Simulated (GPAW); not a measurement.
Crystal: PtSe2 (Sudovikovite).

```
Pt Se
1.0
     3.72400    0.00000    0.00000
    -1.86200    3.22508    0.00000
     0.00000    0.00000    5.06200
Pt Se
1 2
Direct
  0.00000 0.00000 0.00000
  0.66667 0.33333 0.75000
  0.33333 0.66667 0.25000
```

Base run:

- Program: GPAW 26.7.0
- Functional: PBE
- Potentials or basis: GPAW PAW data sets (gpaw-data 1.2.1)
- Cutoff: 450 eV
- Basis: pw
- k mesh: 7 × 7 × 4
- Occupations: fermi-dirac, width 0.01 eV
- Spin: no spin polarisation
- Hubbard terms: Pt d U = 6 eV

Its results: band gap on the k mesh none (metal or under the smearing width); pressure 5.6 GPa; largest force 0.602 eV/Å.

The run is repeated on the same cell with these changes: cutoff from 450 eV to 500 eV; hubbard terms from Pt d U = 6 eV to Pt d U = 4.5 eV. What comes out?

Band gap on the k mesh none (metal or under the smearing width); pressure 6.2 GPa; largest force 0.612 eV/Å.

Caveats: the cutoff is short for stress and forces, so pressures can be off by a GPa or more; U without spin polarisation on a metal has little footing.
